**Question**

A thin layer of strontium oxide is to serve as an insulator, and its band gap is wanted from a calculation. Twelve runs on one and the same rock-salt cell are at hand, at three levels of theory and from two programs.

Kohn–Sham DFT band gaps of rock-salt SrO from ABINIT and VASP, all for the same fixed 2-atom cell (16.90 Å³/atom), without spin polarisation. All runs use a 9x9x9 k mesh and Fermi–Dirac smearing of 0.05 eV. The basis column gives the plane-wave cutoff, and gaps are differences of orbital energies read along the band path.

```csv
method,rung,program,potentials,basis,spin orbit,gap (eV)
LDA,LDA,ABINIT,JTH PAW LDA v2.0,626 eV,yes,3.132
LDA,LDA,VASP,"VASP PAW LDA potentials, recommended",520 eV,no,3.096
AM05,GGA,VASP,"VASP PAW PBE potentials, recommended",520 eV,no,3.220
BLYP,GGA,VASP,"VASP PAW PBE potentials, recommended",520 eV,no,3.392
BLYP,GGA,ABINIT,JTH PAW PBE v2.0,626 eV,yes,3.427
BP86,GGA,ABINIT,JTH PAW PBE v2.0,626 eV,yes,3.315
PBEsol,GGA,VASP,"VASP PAW PBE potentials, recommended",520 eV,no,3.152
PW91,GGA,VASP,"VASP PAW PBE potentials, recommended",520 eV,no,3.261
RPBE,GGA,VASP,"VASP PAW PBE potentials, recommended",520 eV,no,3.378
SOGGA,GGA,ABINIT,JTH PAW PBE v2.0,626 eV,yes,3.130
revPBE,GGA,VASP,"VASP PAW PBE potentials, recommended",520 eV,no,3.349
r2SCAN,meta-GGA,VASP,"VASP PAW PBE potentials, recommended",520 eV,no,3.740
```

(a) How large are the steps between LDA, the GGAs and the meta-GGA r2SCAN, compared with the effect of changing the program?

(b) Explain why the GGAs differ among themselves, and why r2SCAN stands apart from them.

(c) Cover the ABINIT entry for BLYP and estimate it from three other gaps.

(d) The measured gap is roughly 5.5 eV (a rough recalled value). Which level would you advise for which purpose, and at what cost?

**Model answer**

*(a) The steps.* LDA and BLYP were run in both programs, and in both cases ABINIT gives the wider gap, by nearly 0.04 eV. That sets the scale below which a difference between rows of different programs can't be credited to the functional. Within VASP, the step from LDA to the nearest GGA, PBEsol, is only 0.06 eV, and it includes a change of potentials. The GGAs then spread over 0.24 eV, and r2SCAN lies another 0.35 eV above the highest of them.

The step onto the GGA rung therefore has no single size: in VASP it runs from 0.056 eV for PBEsol to 0.296 eV for BLYP, so the choice of GGA decides it. SOGGA makes the point sharply: in ABINIT its gap equals that of LDA to within 0.01 eV. The step from the highest GGA to r2SCAN is larger than both the spread among the GGAs and the change of program.

*(b) The reason.* The highest filled states of SrO are oxygen 2p states. The lowest empty ones, at the zone-boundary point X, are mainly strontium 4d states. Crossing the gap thus moves an electron from the oxide ion to the region around strontium. A functional that shifts both kinds of state equally leaves the gap alone; it must treat the two regions differently to change it.

LDA takes the exchange energy at each point from the density there. A GGA multiplies it by an enhancement factor that grows where the density varies rapidly, as it does in the outer parts of ions. The potential felt by the electrons then changes by different amounts on oxygen and in the regions where the empty states live, and the bands move relative to each other. The empty bands don't move as a block: among the VASP GGAs the lowest empty level at Γ spreads over 0.41 eV and the next one over only 0.11 eV, against 0.24 eV for the gap. The first is expected to be a diffuse s-like state and the second a more compact strontium 4d state, so much of the spread probably arises in the low-density space between the ions, which the state at X also reaches. How far they move depends on how steeply the factor grows, and also on the correlation part of the functional, which has gradient terms of its own.

PBEsol and SOGGA were designed with a weak growth, suited to the slowly varying density inside solids, and both stay close to LDA. RPBE and revPBE have a much stronger growth. With the same program and the same potentials, RPBE gives 3.378 eV where PBEsol gives 3.152 eV, though the two differ in their correlation terms too. Correlation matters as well: BLYP and BP86 have the same exchange part and were both run in ABINIT with the same potentials, yet their gaps differ by 0.11 eV. Exchange alone doesn't fix the order: AM05, whose exchange factor is expected from its form to grow even more slowly than that of PBEsol, lies 0.124 eV above LDA against 0.056 eV for PBEsol, and the widest GGA gap belongs to BLYP, not RPBE. For another GGA in this crystal, exchange and correlation have to be judged together, and the name of the rung says little about the gap.

r2SCAN adds a new ingredient, the kinetic-energy density, which is built from the slopes of the occupied orbitals. In LDA or a GGA, every electron at a given place feels the same potential. In r2SCAN, the operator contains a further term that acts on the slope of each orbital, so an oxygen 2p state and a strontium 4d state can be shifted differently even where they overlap. This freedom usually opens gaps, and here it brings the gap to 3.740 eV.

That the gap is still too small has a further reason. A true band gap compares the energy needed to remove an electron with the energy gained by adding one. In exact Kohn–Sham theory, the potential jumps upwards by a constant when an electron is added to the filled bands, and the difference between orbital energies leaves this jump out. LDA and the GGAs in this table have no such jump in their potentials. The orbital-dependent operator of r2SCAN recovers a part of it.

*(c) The estimate.* Suppose that the functional and the program each shift the gap by an amount independent of the other. With $E$ for the gap, the step from LDA to BLYP can then be carried over from VASP to ABINIT:

$$E_{\text{BLYP}}^{\text{ABINIT}} \approx E_{\text{LDA}}^{\text{ABINIT}} + \left(E_{\text{BLYP}}^{\text{VASP}} - E_{\text{LDA}}^{\text{VASP}}\right)$$

$$E_{\text{BLYP}}^{\text{ABINIT}} \approx 3.132 + (3.392 - 3.096) = 3.428\ \text{eV}$$

The computed value is 3.427 eV, and it didn't enter the estimate. The agreement restates the two nearly equal program offsets of part (a). It supports adding the two effects for this gap, but it tests one functional only, and for the gaps at Γ the same sum misses by 0.009 eV. The output printed after this text gives the step above LDA for every row, each taken within its own program.

*(d) The advice.* Set against the rough measured gap, LDA in VASP falls short by about 2.4 eV and r2SCAN by about 1.8 eV. Climbing from the lowest to the highest level in the table closes only about a quarter of the error. The static lattice doesn't excuse the rest, since the motion of the atoms would normally narrow the gap further.

For structures and energies, choose the GGA on those grounds and keep it. Exchanging PBEsol for RPBE to improve the gap gains about 0.2 eV out of more than 2 eV, and raises the pressure in this cell from 0.07 to 7.0 GPa, so RPBE would settle at a larger volume. LDA and GGA runs cost nearly the same, because the density gradient is cheap to obtain.

For a better first view of the bands, take r2SCAN. It needs the kinetic-energy density as well and often more iterations, but its cost grows with the size of the system in much the same way as that of a GGA. Its gap remains a lower estimate here, not a design value.

For leakage through the insulating layer, none of these levels is adequate. By a rough rule of thumb, a useful barrier is of the order of 1 eV, and even the r2SCAN error in the gap is larger than that. A hybrid functional with exact exchange, or a quasiparticle calculation, treats the cause of the error more directly. Both cost far more, since they work with pairs of orbitals rather than with the density alone. The barrier itself also requires the alignment of the bands with the neighbouring material, which no gap can supply.

**Remarks on the reasoning**

*What carries the argument.* The sizes and the order of the steps are read directly from the runs. Because the cell is the same throughout, the differences don't come from changes of volume; with each functional at its own volume, the close order among the GGAs could change. The account of how the potential acts on oxygen and strontium is theory, and the gaps agree with it without testing it separately. The GGAs and r2SCAN also share potentials made for PBE, whereas LDA has its own, so the small step from LDA to PBEsol is not purely an effect of the functional.

*A frequent mistake.* BP86 appears to give a gap 0.05 eV wider than PW91, and it is tempting to explain this by their different correlation terms. But BP86 was run in ABINIT and PW91 in VASP. Once each is measured from LDA in its own program, only about 0.02 eV remains. A comparison of functionals should therefore keep the program and, where possible, the potentials fixed.

*How far the additive estimate reaches.* The program offset carried over from LDA to BLYP, the only pair that tests it, but it doesn't carry from one point of the band structure to another. At the zone centre Γ, the same pairs of runs differ in the opposite direction: there ABINIT gives the smaller gap, by about 0.01 eV with LDA and 0.02 eV with BLYP. The offset is thus no uniform lift of the empty states. It combines the effects of program, potentials, basis and spin–orbit coupling, which these runs don't separate.

*The way of reading the gap.* The conduction minimum lies at X, and a 9x9x9 mesh centred on Γ steps over that point. Gaps read from the mesh are therefore about 0.06 eV too wide compared with those read along the band path. This is as much as the whole step from LDA to PBEsol. Mixing the two readings could create or hide a difference between functionals, while a change of reading costs only a short band calculation.

Numerical output:

```
Gap above LDA of the same program:
     row  step in eV  mesh gap less path gap in eV
     LDA           0                        0.0585
     LDA           0                         0.059
    AM05       0.124                         0.059
    BLYP       0.296                        0.0583
    BLYP       0.295                        0.0562
    BP86       0.183                        0.0569
  PBEsol       0.056                        0.0583
    PW91       0.165                        0.0584
    RPBE       0.282                        0.0575
   SOGGA      -0.002                        0.0585
  revPBE       0.253                        0.0578
  r2SCAN       0.644                        0.0592
ABINIT less VASP gap with LDA in eV: 0.036
ABINIT less VASP gap with BLYP in eV: 0.035
ABINIT less VASP gap at Gamma with LDA in eV: -0.014
ABINIT less VASP gap at Gamma with BLYP in eV: -0.023
ABINIT BLYP gap estimated by adding the VASP step in eV: 3.428
Estimate less computed ABINIT BLYP gap in eV: 0.001
Lowest VASP GGA gap less VASP LDA gap in eV: 0.056
Spread of the VASP GGA gaps in eV: 0.24
r2SCAN gap less highest VASP GGA gap in eV: 0.348
r2SCAN gap less VASP LDA gap in eV: 0.644
BP86 less PW91 gap as printed in eV: 0.054
BP86 less PW91 after taking LDA of each program as zero in eV: 0.018
VASP LDA shortfall against a rough 5.5 eV in eV: 2.404
r2SCAN shortfall against a rough 5.5 eV in eV: 1.76
Share of the rough LDA shortfall closed by r2SCAN in percent: 26.79
```
